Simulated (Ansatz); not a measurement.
# C: the cost of one run

Method: DFT PBEsol, scalar-relativistic, plane waves, PAW, in Ansatz 0.2.0.

6 further runs of the same task are left out: 1 that didn't finish, 5 set aside as unsound or not needed.

**1. The system as given**

Symmetry: Fmmm, No. 69, orthorhombic system. Conventional cell: a = 2.459 Å, b = 4.259 Å, c = 7.383 Å, α = 90.00°, β = 90.00°, γ = 90.00°. Around C (site symmetry m2m) lie 3 C at 1.42 Å.

Coordinates:

```cif
data_structure
_symmetry_space_group_name_H-M 'Fmmm'
_symmetry_Int_Tables_number 69
_cell_length_a 2.4589
_cell_length_b 4.2588
_cell_length_c 7.3826
_cell_angle_alpha 90.000
_cell_angle_beta 90.000
_cell_angle_gamma 90.000
_cell_volume 77.31
loop_
_atom_site_label
_atom_site_type_symbol
_atom_site_symmetry_multiplicity
_atom_site_Wyckoff_symbol
_atom_site_fract_x
_atom_site_fract_y
_atom_site_fract_z
_atom_site_occupancy
C1 C 8 h 0.50000 0.66670 0.00000 1
```

It is the result of an earlier relaxation at this level (volume 9.66 Å³/atom; gap on the mesh: 0.71 eV).

Bulk energy on matching settings, from an earlier run: -246.6908 eV/atom.

**2. Cutting the (021) slab**

Planes are indexed in the bulk's conventional cell (Fmmm (No. 69)), a = 2.459 Å, b = 4.259 Å, c = 7.383 Å, α = 90.00°, β = 90.00°, γ = 90.00°.

Cut from the relaxed bulk: a (021) slab, 10.6 Å thick as cut, with 15 Å of vacuum; its outer planes are C (top) and C (bottom).

The slab as cut. Layers, bottom to top:

```csv
plane,atoms per cell,height over the lowest (Å)
1,C2,0.00
2,C2,1.02
3,C2,2.05
4,C2,3.07
5,C2,4.09
6,C2,5.11
7,C2,6.14
8,C2,7.16
9,C2,8.18
10,C2,9.21
11,C2,10.23
```

**3. The slab as cut, atoms at the bulk's places**

The cell repeats along c, and a dipole correction in the vacuum removes the field between the copies.

Contents of input.yaml:

```yaml
crystal:
  lattice:
    - [2.4588524194, 0.0, 0.0]
    - [-1.2294262097, 7.6836047988, 0.0]
    - [0.0, 0.0, 25.5712086701]
  atoms:
    - { symbol: C, position: [0.5255991072, 0.0511982145, 0.2932986116] }
    - { symbol: C, position: [0.2820039967, 0.5640079934, 0.3066433484] }
    - { symbol: C, position: [0.7948001419, 0.5896002838, 0.3333044156] }
    - { symbol: C, position: [0.5512050313, 0.1024100627, 0.3466491524] }
    - { symbol: C, position: [0.0640011765, 0.128002353, 0.3733102196] }
    - { symbol: C, position: [0.820406066, 0.640812132, 0.3866549564] }
    - { symbol: C, position: [0.3332022112, 0.6664044223, 0.4133160236] }
    - { symbol: C, position: [0.0896071006, 0.1792142013, 0.4266607604] }
    - { symbol: C, position: [0.6024032458, 0.2048064916, 0.4533218276] }
    - { symbol: C, position: [0.3588081353, 0.7176162705, 0.4666665644] }
    - { symbol: C, position: [0.8716042805, 0.7432085609, 0.4933276316] }
    - { symbol: C, position: [0.6280091699, 0.2560183398, 0.5066723684] }
    - { symbol: C, position: [0.1408053151, 0.2816106302, 0.5333334356] }
    - { symbol: C, position: [0.8972102046, 0.7944204091, 0.5466781724] }
    - { symbol: C, position: [0.4100063497, 0.8200126995, 0.5733392396] }
    - { symbol: C, position: [0.1664112392, 0.3328224784, 0.5866839764] }
    - { symbol: C, position: [0.6792073844, 0.3584147688, 0.6133450436] }
    - { symbol: C, position: [0.4356122738, 0.8712245477, 0.6266897804] }
    - { symbol: C, position: [0.948408419, 0.8968168381, 0.6533508476] }
    - { symbol: C, position: [0.7048133085, 0.409626617, 0.6666955844] }
    - { symbol: C, position: [0.2176094537, 0.4352189073, 0.6933566516] }
    - { symbol: C, position: [0.9740143431, 0.9480286863, 0.7067013884] }
basis:
  ecutwfc: 420
kpoints:
  mp_grid: { grid: [11, 4, 1] }
hamiltonian:
  xc: pbesol
scf:
  occupations: { method: gaussian, width: 0.05 }
output:
  forces: true
  stress: true
  eigenvalues: true
  write_density: true
  write_potential: true
  elf: true
  volumetric_format: npy
efield:
  axis: 3
  dipole_correction: true
  ramp_width: 0.04
```

The run is started by

```
$ ansatz run input.yaml --threads 2 --pin off --max-ram 5120MiB --backend cpu --events-out ev --progress --plain --runs-dir out
```

Q: Estimate wall time and peak memory on 2 threads of Intel Xeon 6975P-C (Granite Rapids), shared host.

About 38 s, with a peak of 1 GiB.
